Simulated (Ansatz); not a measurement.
# MgO: the cost of one run

Computed with Ansatz 0.2.0 (DFT PBEsol, scalar-relativistic, plane waves, PAW, unless a step's input says otherwise).

1 further run of the same task is left out (set aside as unsound or not needed).

## (1) Starting point

The structure is hexagonal, space group P6_3mc (No. 186). Conventional cell: a = 3.303 Å, b = 3.303 Å, c = 5.020 Å, α = 90.00°, β = 90.00°, γ = 120.00°. Around Mg (site symmetry 3m) lie 4 O at 1.98 to 1.99 Å. Around O (site symmetry 3m) lie 4 Mg at 1.98 to 1.99 Å.

As a file:

```cif
data_structure
_symmetry_space_group_name_H-M 'P 1'
_symmetry_Int_Tables_number 1
_cell_length_a 3.3028
_cell_length_b 3.3028
_cell_length_c 5.0203
_cell_angle_alpha 90.000
_cell_angle_beta 90.000
_cell_angle_gamma 120.000
_cell_volume 47.43
loop_
_atom_site_label
_atom_site_type_symbol
_atom_site_fract_x
_atom_site_fract_y
_atom_site_fract_z
_atom_site_occupancy
Mg1 Mg 0.33333 0.66667 0.00372 1
Mg2 Mg 0.66667 0.33333 0.50372 1
O1 O 0.33333 0.66667 0.40088 1
O2 O 0.66667 0.33333 0.90088 1
```

It goes back to an entry of the Materials Project, which need not be the stable form.

It is the result of an earlier relaxation at this level (volume 11.86 Å³/atom; gap on the mesh: 3.36 eV).

## (2) Building the [001] wire, 14 host atoms a period

The wire is cut from the relaxed crystal, periodic along c with vacuum across. Atoms and period relax; energies count from the bulk, -1237.8196 eV an atom.

The cell holds 7 Mg, 7 O: a = 14.000 Å, b = 13.100 Å, c = 5.020 Å, α = 90.00°, β = 90.00°, γ = 90.00°.

## (3) Relaxation

Pressure and volume refer to the whole cell with its vacuum; only the period along c may change.

Contents of input.yaml:

```yaml
crystal:
  lattice:
    - [14.0, 0.0, 0.0]
    - [0.0, 13.1, 0.0]
    - [0.0, 0.0, 5.0203150538]
  atoms:
    - { symbol: Mg, position: [0.3230629414, 0.4272180551, 0.0037155906], spin: 0.3 }
    - { symbol: Mg, position: [0.5589790195, 0.4272180551, 0.0037155906], spin: 0.3 }
    - { symbol: Mg, position: [0.4410209805, 0.6455638899, 0.0037155906], spin: 0.3 }
    - { symbol: Mg, position: [0.4410209805, 0.3544361101, 0.5037155906], spin: 0.3 }
    - { symbol: Mg, position: [0.3230629414, 0.5727819449, 0.5037155906], spin: 0.3 }
    - { symbol: Mg, position: [0.6769370586, 0.3544361101, 0.5037155906], spin: 0.3 }
    - { symbol: Mg, position: [0.5589790195, 0.5727819449, 0.5037155906], spin: 0.3 }
    - { symbol: O, position: [0.3230629414, 0.4272180551, 0.4008844094], spin: 0.3 }
    - { symbol: O, position: [0.5589790195, 0.4272180551, 0.4008844094], spin: 0.3 }
    - { symbol: O, position: [0.4410209805, 0.6455638899, 0.4008844094], spin: 0.3 }
    - { symbol: O, position: [0.4410209805, 0.3544361101, 0.9008844094], spin: 0.3 }
    - { symbol: O, position: [0.3230629414, 0.5727819449, 0.9008844094], spin: 0.3 }
    - { symbol: O, position: [0.6769370586, 0.3544361101, 0.9008844094], spin: 0.3 }
    - { symbol: O, position: [0.5589790195, 0.5727819449, 0.9008844094], spin: 0.3 }
basis:
  ecutwfc: 420
kpoints:
  mp_grid: { grid: [1, 1, 7] }
hamiltonian:
  xc: pbesol
scf:
  occupations: { method: gaussian, width: 0.05 }
  lower_state_search: "off"
output:
  forces: true
  stress: true
  eigenvalues: true
  populations: true
  write_density: true
  write_potential: true
  elf: true
  volumetric_format: npy
magnetization:
  spin_polarized: true
relax:
  adjacent_minimum: "off"
  f_tol: 0.02
  max_steps: 45
  cell: { fix: [a, b, alpha, beta, gamma], stress_tol: 0.03 }
```

Launch:

```sh
> ansatz run input.yaml --threads 4 --pin off --max-ram 11264MiB --backend cpu --events-out ev --progress --plain --runs-dir out
```

Q: Estimate wall time and peak memory on 4 threads of AMD EPYC 9R45 (Zen 5), shared host.

About 82 s, with a peak of 1.9 GiB.
